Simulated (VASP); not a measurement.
# Input and output of a VASP r²SCAN single-point calculation on Si (strained diamond)

INCAR

```
LELF = .TRUE.
METAGGA = R2SCAN
LWAVE = .FALSE.
SIGMA = 0.01
NSW = 0
ALGO = Normal
ISIF = 2
NBANDS = 11
EDIFF = 1E-7
LASPH = .TRUE.
ISMEAR = 0
NELM = 120
IBRION = -1
LREAL = .FALSE.
PREC = Accurate
LCHARG = .TRUE.
ENCUT = 520
```

KPOINTS

```
KPOINTS created by Atomic Simulation Environment
0
Gamma
8 8 8
0 0 0
```

KPOINTS_OPT

```
special points
7
Reciprocal
0.0000000000 0.0000000000 0.0000000000 1
0.5000000000 0.0000000000 0.5000000000 1
0.6250000000 0.2500000000 0.6250000000 1
0.3750000000 0.3750000000 0.7500000000 1
0.5000000000 0.5000000000 0.5000000000 1
0.5000000000 0.2500000000 0.7500000000 1
0.0000000000 0.4192710000 0.4192710000 1
```

POSCAR

```
Si
 1.0000000000000000
     0.0000000000000000    2.7493400846000000    2.7493400846000000
     2.7493400846000000    0.0000000000000000    2.7493400846000000
     2.7493400846000000    2.7493400846000000    0.0000000000000000
 Si
   2
Cartesian
  0.0000000000000000  0.0000000000000000  0.0000000000000000
  1.3746700423000000  1.3746700423000000  1.3746700423000000
```

VASP ran with the recommended PBE PAW datasets (8 valence electrons in the cell).

Command

```
mpirun -np 1 vasp_std
```

OSZICAR

```
N       E                     dE             d eps       ncg     rms          rms(c)
DAV:   1    -0.223321438926E+01   -0.22332E+01   -0.31877E+03   638   0.570E+02
DAV:   2    -0.181932805329E+02   -0.15960E+02   -0.15306E+02   878   0.840E+01
DAV:   3    -0.187004415681E+02   -0.50716E+00   -0.50552E+00   803   0.124E+01
DAV:   4    -0.187045222890E+02   -0.40807E-02   -0.40802E-02   761   0.144E+00
DAV:   5    -0.187045639459E+02   -0.41657E-04   -0.41656E-04   784   0.136E-01    0.578E+00
DAV:   6    -0.175348459954E+02    0.11697E+01   -0.12520E-01   713   0.208E+00    0.395E+00
DAV:   7    -0.175354298066E+02   -0.58381E-03   -0.13513E-01   692   0.179E+00    0.291E-01
DAV:   8    -0.175346511386E+02    0.77867E-03   -0.54315E-03   716   0.406E-01    0.389E-01
DAV:   9    -0.175347606385E+02   -0.10950E-03   -0.34241E-04   748   0.144E-01    0.568E-02
DAV:  10    -0.175347795199E+02   -0.18881E-04   -0.91393E-06   754   0.232E-02    0.165E-02
DAV:  11    -0.175347819794E+02   -0.24595E-05   -0.15119E-06   762   0.800E-03    0.330E-03
DAV:  12    -0.175347821051E+02   -0.12569E-06   -0.87742E-08   502   0.179E-03    0.607E-04
DAV:  13    -0.175347819137E+02    0.19140E-06   -0.68944E-09   406   0.595E-04    0.133E-04
DAV:  14    -0.175347818486E+02    0.65129E-07   -0.11201E-09   403   0.261E-04
   1 F= -.17534782E+02 E0= -.17534782E+02  d E =-.377161E-54
       N       E                     dE             ncg
DAV:   1     0.643659309691E+03   -0.15548E+04      154
DAV:   2     0.508977743710E+03   -0.13468E+03      191
DAV:   3     0.504291873901E+03   -0.46859E+01      222
DAV:   4     0.504256131203E+03   -0.35743E-01      183
DAV:   5     0.504255863791E+03   -0.26741E-03      222
DAV:   6     0.504255861213E+03   -0.25781E-05      189
DAV:   7     0.504255861176E+03   -0.37622E-07      224
```

From OUTCAR

```
k-points           NKPTS =     29   k-points in BZ     NKDIM =     29   number of bands    NBANDS=     11

   NELECT =       8.0000    total number of electrons

   dimension x,y,z NGX =    30 NGY =   30 NGZ =   30
   dimension x,y,z NGXF=    60 NGYF=   60 NGZF=   60

  energy-cutoff  :      520.00
  volume of cell :       41.56
      direct lattice vectors                 reciprocal lattice vectors
     0.000000000  2.749340085  2.749340085    -0.181861823  0.181861823  0.181861823
     2.749340085  0.000000000  2.749340085     0.181861823 -0.181861823  0.181861823
     2.749340085  2.749340085  0.000000000     0.181861823  0.181861823 -0.181861823

 k-points in reciprocal lattice and weights: KPOINTS created by Atomic Simulation Env
   0.00000000  0.00000000  0.00000000       0.002
   0.12500000  0.00000000  0.00000000       0.016
   0.25000000  0.00000000  0.00000000       0.016
   0.37500000  0.00000000  0.00000000       0.016
   0.50000000  0.00000000  0.00000000       0.008
   0.12500000  0.12500000  0.00000000       0.012
   0.25000000  0.12500000  0.00000000       0.047
   0.37500000  0.12500000  0.00000000       0.047
   ...

 E-fermi :   5.4722

 k-point     1 :       0.0000    0.0000    0.0000
  band No.  band energies     occupation
      1      -6.8997      2.00000
      2       5.3650      2.00000
      3       5.3650      2.00000
      4       5.3650      2.00000
      5       8.1051      0.00000
      6       8.1051      0.00000
      7       8.1051      0.00000
      8       8.8978      0.00000
      9      13.4730      0.00000
     10      13.4730      0.00000
     11      13.8946      0.00000

 k-point     2 :       0.1250    0.0000    0.0000
  band No.  band energies     occupation
      1      -6.6915      2.00000
      2       3.7421      2.00000
      3       5.0709      2.00000
      4       5.0709      2.00000
      5       8.0587      0.00000
      6       8.5391      0.00000
      7       8.5391      0.00000
      8      10.2856      0.00000
      9      13.0088      0.00000
     10      13.0088      0.00000
     11      14.6676      0.00000

 k-point     3 :       0.2500    0.0000    0.0000
  band No.  band energies     occupation
      1      -6.0851      2.00000
      2       1.3643      2.00000
      3       4.5850      2.00000
      4       4.5850      2.00000
      5       7.5967      0.00000
      6       9.0908      0.00000
      7       9.0908      0.00000
      8      12.5925      0.00000
      9      12.9765      0.00000
     10      12.9765      0.00000
     11      14.9290      0.00000

 k-point     4 :       0.3750    0.0000    0.0000
  band No.  band energies     occupation
      1      -5.1798      2.00000
      2      -0.6944      2.00000
      3       4.2438      2.00000
      4       4.2438      2.00000
      5       7.2350      0.00000
      6       9.0692      0.00000
      7       9.0692      0.00000
      8      13.7625      0.00000
      9      14.3916      0.00000
     10      14.3916      0.00000
     11      15.4940      0.00000

 k-point     5 :       0.5000    0.0000    0.0000
  band No.  band energies     occupation
      1      -4.5428      2.00000
      2      -1.7254      2.00000
      3       4.1263      2.00000
      4       4.1263      2.00000
      5       7.1066      0.00000
      6       8.9671      0.00000
      7       8.9671      0.00000
      8      13.6361      0.00000
      9      16.4272      0.00000
     10      16.4272      0.00000
     11      17.1786      0.00000

 k-point     6 :       0.1250    0.1250    0.0000
  band No.  band energies     occupation
      1      -6.6213      2.00000
      2       3.9962      2.00000
      3       4.5506      2.00000
      4       4.5506      2.00000
      5       7.5811      0.00000
      6       9.2692      0.00000
      7       9.2692      0.00000
      8       9.9725      0.00000
      9      12.2661      0.00000
     10      13.7865      0.00000
     11      14.9654      0.00000

 k-point     7 :       0.2500    0.1250    0.0000
  band No.  band energies     occupation
      1      -6.1437      2.00000
      2       2.0682      2.00000
      3       4.0253      2.00000
      4       4.1095      2.00000
      5       7.7304      0.00000
      6       9.2754      0.00000
      7      10.0672      0.00000
      8      10.4583      0.00000
      9      13.2091      0.00000
     10      13.9774      0.00000
     11      15.9583      0.00000

 k-point     8 :       0.3750    0.1250    0.0000
  band No.  band energies     occupation
      1      -5.3159      2.00000
      2      -0.0314      2.00000
      3       3.5099      2.00000
      4       3.7449      2.00000
      5       7.8459      0.00000
      6       9.2412      0.00000
      7      10.0957      0.00000
      8      11.1891      0.00000
      9      15.1446      0.00000
     10      15.2302      0.00000
     11      15.7762      0.00000

 k-point     9 :       0.5000    0.1250    0.0000
  band No.  band energies     occupation
      1      -4.4504      2.00000
      2      -1.5119      2.00000
      3       3.0569      2.00000
      4       3.7635      2.00000
      5       7.7917      0.00000
      6       9.1422      0.00000
      7       9.7405      0.00000
      8      13.1354      0.00000
      9      14.8813      0.00000
     10      16.3542      0.00000
     11      17.4163      0.00000

 k-point    10 :      -0.3750    0.1250    0.0000
  band No.  band energies     occupation
      1      -4.6945      2.00000
      2      -1.1390      2.00000
      3       2.8757      2.00000
      4       4.0621      2.00000
      5       7.9479      0.00000
      6       9.2644      0.00000
      7       9.5001      0.00000
      8      13.7022      0.00000
      9      13.8936      0.00000
     10      15.0643      0.00000
     11      17.0925      0.00000

 k-point    11 :      -0.2500    0.1250    0.0000
  band No.  band energies     occupation
      1      -5.6268      2.00000
      2       0.6391      2.00000
      3       3.0368      2.00000
      4       4.5631      2.00000
      5       8.2944      0.00000
      6       9.2748      0.00000
      7       9.4885      0.00000
      8      12.0100      0.00000
      9      12.2453      0.00000
     10      15.7434      0.00000
     11      15.8940      0.00000

 k-point    12 :      -0.1250    0.1250    0.0000
  band No.  band energies     occupation
      1      -6.3489      2.00000
      2       2.6189      2.00000
      3       3.7351      2.00000
      4       5.0563      2.00000
      5       8.5962      0.00000
      6       8.6866      0.00000
      7       8.9571      0.00000
      8      11.1935      0.00000
      9      12.1160      0.00000
     10      13.7966      0.00000
     11      15.6803      0.00000

 k-point    13 :       0.2500    0.2500    0.0000
  band No.  band energies     occupation
      1      -5.7961      2.00000
      2       1.7431      2.00000
      3       3.4428      2.00000
      4       3.4428      2.00000
      5       6.7285      0.00000
      6       8.8177      0.00000
      7      11.3949      0.00000
      8      11.3949      0.00000
      9      13.7633      0.00000
     10      14.7251      0.00000
     11      17.3545      0.00000

 k-point    14 :       0.3750    0.2500    0.0000
  band No.  band energies     occupation
      1      -5.0730      2.00000
      2       0.2837      2.00000
      3       2.6708      2.00000
      4       3.1146      2.00000
      5       6.9613      0.00000
      6       8.5693      0.00000
      7      11.6559      0.00000
      8      11.9451      0.00000
      9      15.8114      0.00000
     10      15.9450      0.00000
     11      17.5906      0.00000

 k-point    15 :       0.5000    0.2500    0.0000
  band No.  band energies     occupation
      1      -4.1363      2.00000
      2      -1.1801      2.00000
      3       1.8078      2.00000
      4       3.1140      2.00000
      5       7.1551      0.00000
      6      10.1375      0.00000
      7      11.3994      0.00000
      8      11.6049      0.00000
      9      16.0530      0.00000
     10      16.4064      0.00000
     11      18.0607      0.00000

 k-point    16 :      -0.3750    0.2500    0.0000
  band No.  band energies     occupation
      1      -3.9343      2.00000
      2      -1.4378      2.00000
      3       1.3494      2.00000
      4       3.4358      2.00000
      5       7.4797      0.00000
      6      11.1497      0.00000
      7      11.1500      0.00000
      8      12.6891      0.00000
      9      13.7622      0.00000
     10      13.7777      0.00000
     11      18.5442      0.00000

 ...

  Total       -0.7619923     -0.7619923     -0.7619923      0.0000000      0.0000000      0.0000000
  in kB      -29.3728285    -29.3728285    -29.3728285      0.0000000      0.0000000      0.0000000
  external PRESSURE =     -29.3728285 kB  Pullay stress =       0.0000000 kB

 POSITION                                       TOTAL-FORCE (eV/Angst)
 -----------------------------------------------------------------------------------
      0.00000      0.00000      0.00000         0.000000      0.000000      0.000000
      1.37467      1.37467      1.37467        -0.000000     -0.000000     -0.000000
 -----------------------------------------------------------------------------------
    total drift:                               -0.000000     -0.000000     -0.000000

  FREE ENERGIE OF THE ION-ELECTRON SYSTEM (eV)
  ---------------------------------------------------
  free  energy   TOTEN  =       -17.5347818486 eV

  energy  without entropy=      -17.5347818486  energy(sigma->0) =      -17.53478185
```

```yaml
gap_between_bands_v_and_c: 0.83 eV
least_direct_gap: 2.74 eV
pressure: -2.9 GPa
```

Band v is the last that the valence electrons fill when counted band by band, and c is the next.

The run took about 64 s on one core of a shared host (Intel Xeon Platinum 8488C) and held 0.16 GiB at most.
